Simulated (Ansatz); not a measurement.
The calculation used Ansatz 0.2.0, DFT PBEsol, scalar-relativistic, plane waves, PAW.

Cutoff 420 eV; k points 9×9×2 on the computed 3-atom cell (Γ-centred); Gaussian smearing, width 0.02 eV; no spin polarisation.

```
CELL_PARAMETERS angstrom
3.47073 -0.01243 -0.00360
-1.74612 3.02728 -0.01189
-0.01770 -0.07781 16.99571
ATOMIC_POSITIONS crystal
Te 0.28602 0.57790 0.89645
Te 0.30942 0.65395 0.10068
Mo 0.07123 0.10149 0.00287
```

Is this geometry at equilibrium? Which atom feels the largest force?

It isn't. Atom 3 (Mo) feels (-0.83, -8.36, -0.20) eV/Å, 8.404 eV/Å in size.

Give all forces and the stress.

| atom | Fx | Fy | Fz |
| --- | --- | --- | --- |
| Te1 | 0.209 | 4.563 | -3.636 |
| Te2 | 0.621 | 3.798 | 3.834 |
| Mo3 | -0.830 | -8.361 | -0.198 |
Stress (GPa, compression positive):
```
-0.16 -1.23  0.59
-1.23  8.04 -1.78
 0.59 -1.78 11.65
```

  The cell holds layers, and where no dispersion correction was added their binding is poorly described.

This form isn't the usual stable structure of the compound.